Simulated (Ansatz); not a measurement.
# Random alloy of the hcp Ru-Mo line, x = 0.5 (64 atoms): relaxation and levels of theory

Which bonds does the relaxation leave, and how do forces and pressure change with k-mesh and functional?

Calculated with Ansatz 0.2.0: Kohn-Sham DFT, PBE, PAW (set soft_2), plane waves; cutoff 420 eV, k-mesh 2×2×2, fermi-dirac smearing of 0.1 eV.

**The cell**

The cell holds 64 atoms: 32 Mo and 32 Ru. Cell: a = 11.010 Å, b = 11.010 Å, c = 8.880 Å, α = 90.0°, β = 90.0°, γ = 120.0°. It derives from Ru (hcp Ru-Mo) and Mo, repeated 4×4×2. Hcp Ru-Mo: 64 atoms, 32 of 64 Ru sites given to Mo at random, cell and internal coordinates interpolated linearly between the end members (Vegard's rule); not relaxed, displaced by a Gaussian of 0.02 Å. Lattice constants are starting values near those of PBE.

Cell and atoms were relaxed with PBE. The walk converged after 8 steps by the program's count, with a largest force component of 0.0397 eV/Å; it began at an r.m.s. force component of 0.49 eV/Å. The edges went from 11.010, 11.010, 8.880 to 11.033, 11.407, 8.842 Å, and the volume from 14.566 to 14.861 Å³ an atom (+2.0 %).

The input of the reference single point:

```yaml
crystal:
  lattice:
    - [11.03098, -0.23152, 0.02136]
    - [-5.71599, 9.8717, -0.0036]
    - [0.01723, 0.00659, 8.84164]
  atoms:
    - { symbol: Mo, position: [0.01011, 0.98933, 0.00261] }
    - { symbol: Mo, position: [0.06301, 0.15054, 0.2543] }
    - { symbol: Ru, position: [0.99979, 0.98879, 0.49697] }
    - { symbol: Mo, position: [0.04108, 0.13199, 0.74969] }
    [... 58 atom lines left out ...]
    - { symbol: Ru, position: [0.74738, 0.7421, 0.49503] }
    - { symbol: Mo, position: [0.79807, 0.88767, 0.74796] }
kpoints:
  mp_grid: { grid: [2, 2, 2] }
hamiltonian:
  xc: pbe
scf:
  occupations: { method: fermi_dirac, width: 0.1 }
output:
  forces: true
  stress: true
  populations: true
  dos:
    method: { smearing: { sigma: 0.08 } }
    de: 0.05
    projected: { site_lists: { Mo: [Mo], Ru: [Ru] } }
  eigenvalues: true
  write_density: true
  write_potential: true
  volumetric_format: npy
```

**Bonds after relaxation**

Neighbours by pair of elements; one cutoff, the widest of the pairs' first minima of g(r), serves all pairs of this metal:

| pair A-B | cutoff (Å) | bonds | mean length (Å) | spread (Å) | shortest (Å) | B about A | A about B |
| --- | --- | --- | --- | --- | --- | --- | --- |
| Mo-Mo | 3.27 | 98 | 2.82 | 0.139 | 2.61 | 6.12 | 6.12 |
| Mo-Ru | 3.27 | 190 | 2.76 | 0.098 | 2.58 | 5.94 | 5.94 |
| Ru-Ru | 3.27 | 97 | 2.74 | 0.053 | 2.65 | 6.06 | 6.06 |

How many atoms have how many bonded neighbours:

| element | mean | 12 | 13 |
| --- | --- | --- | --- |
| Mo | 12.1 | 30 | 2 |
| Ru | 12 | 32 | 0 |

**Levels of theory**

Single points at the relaxed geometry:

| functional | k-mesh | pressure (GPa) | r.m.s. force component (eV/Å) | SCF cycles | time |
| --- | --- | --- | --- | --- | --- |
| PBE | 2×2×2 | -0.01 | 0.012 | 8 | 6.8 s |
| PBE | 3×3×3 | 0.12 | 0.038 | 8 | 11 s |
| r2SCAN | 2×2×2 | -4.53 | 0.076 | 14 | 9.6 s |
| PBEsol | 2×2×2 | -8.92 | 0.033 | 7 | 5.5 s |

Cutoffs: 420 eV for PBE and PBEsol; 500 eV for r2SCAN.

**Findings**

The relaxation changed a cell angle by 1.3°, the edge ratios by 4.0 % and moved atoms by 0.18 Å r.m.s., so the cell may have left the structure that it is named for. Every run has partly filled levels at the Fermi energy, as in a metal. Against the reference the pressure changes with r2SCAN by -4.5 GPa and PBEsol by -8.9 GPa; a negative change means a smaller volume than PBE would take. The denser mesh moves the energy by -2.0 meV/atom and the pressure by +0.13 GPa.

Limits: All single points share the geometry relaxed with PBE. One random arrangement of the atoms on their sites.

[Logs are printed without paths, hosts, clocks, repeated set-up lines and the standing remarks that a program may print on its own settings, such as how far it seeks lower states.]

[Hosts, paths, dates, database ids (printed as entryN), source tags and the programs' standing remarks are cut or masked in the printed files.]
